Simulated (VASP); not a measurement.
# MnO2: single point with PBE

MnO2:

```
Mn O
1.0
     4.40042    0.00000    0.00000
     0.00000    4.40042    0.00000
     0.00000    0.00000    2.86708
Mn O
2 4
Cartesian
  0.0000 0.0000 0.0000
  2.2002 2.2002 1.4335
  1.3418 1.3418 0.0000
  0.8585 3.5420 1.4335
  3.0587 3.0587 0.0000
  3.5420 0.8585 1.4335
```

The cell is a database's computed one.

| Item | Value |
| --- | --- |
| Program | VASP 6.6.1 |
| Task | single point |
| Functional | PBE |
| Potentials or basis | VASP PAW PBE potentials, release 64 (Mn_pv, O) |
| Cutoff | 520 eV |
| k mesh | 4 × 4 × 6 |
| Occupations | gaussian, width 0.1 eV |
| Spin | collinear spin, typed start |
| Starting moments | [4.0, -4.0, 0.0, 0.0, 0.0, 0.0] μB |

```yaml
Pressure: 4.0 GPa
Largest_force: 0.156 eV/Å
Band_gap_on_the_k_mesh: none (metal or under the smearing width)
Net_moment: 0.00 μB per cell
Site_moments: Mn +2.50, -2.50; O -0.05, +0.05 μB
Valence_electrons_inside_the_program's_atomic_spheres: Mn 11.74; O 5.03
```

Forces in eV/Å, atoms in the order of the input:
```
Mn   0.000  0.000  0.000
Mn   0.000  0.000  0.000
O   -0.110 -0.110  0.000
O    0.110 -0.110  0.000
O    0.110  0.110  0.000
O   -0.110  0.110  0.000
```

Levels at points of the mesh, in eV from the Fermi level:
Spin up:
| k point | band 23 | band 24 | band 25 | band 26 | band 27 | band 28 |
| --- | --- | --- | --- | --- | --- | --- |
| (0.00, 0.00, 0.00) | -1.12 | -1.06 | -0.43 | -0.20 | 0.37 | 1.16 |
| (0.50, 0.00, 0.00) | -1.44 | -1.27 | -0.51 | 0.83 | 1.15 | 1.78 |
| (0.50, 0.50, 0.00) | -2.04 | -2.01 | -0.26 | 0.19 | 0.36 | 2.15 |
| (0.00, 0.00, 0.50) | -2.02 | -0.82 | -0.02 | 1.13 | 1.29 | 1.54 |
| (0.50, 0.00, 0.50) | -1.76 | -1.67 | -1.15 | 0.79 | 1.20 | 1.30 |
| (0.50, 0.50, 0.50) | -1.53 | -0.74 | -0.61 | 0.98 | 1.18 | 1.53 |
Spin down:
| k point | band 23 | band 24 | band 25 | band 26 | band 27 | band 28 |
| --- | --- | --- | --- | --- | --- | --- |
| (0.00, 0.00, 0.00) | -1.12 | -1.06 | -0.43 | -0.20 | 0.37 | 1.16 |
| (0.50, 0.00, 0.00) | -1.44 | -1.27 | -0.51 | 0.83 | 1.15 | 1.78 |
| (0.50, 0.50, 0.00) | -2.04 | -2.01 | -0.26 | 0.19 | 0.36 | 2.15 |
| (0.00, 0.00, 0.50) | -2.02 | -0.82 | -0.02 | 1.13 | 1.29 | 1.54 |
| (0.50, 0.00, 0.50) | -1.76 | -1.67 | -1.15 | 0.79 | 1.20 | 1.30 |
| (0.50, 0.50, 0.50) | -1.53 | -0.74 | -0.61 | 0.98 | 1.18 | 1.53 |

It took 2.2 min on 1 thread of AMD EPYC 7R13 Processor (Zen 3), on a shared host, peak memory 0.2 GiB.

Caveat: the k mesh is coarse (spacing up to 0.37 Å⁻¹), so the values aren't converged; semilocal functionals often make such compounds metallic where correlation or magnetic order opens a gap, which also shifts bond lengths. With open d or f shells a metallic result of PBE can be an artefact of self-interaction; +U or a hybrid may open a gap.
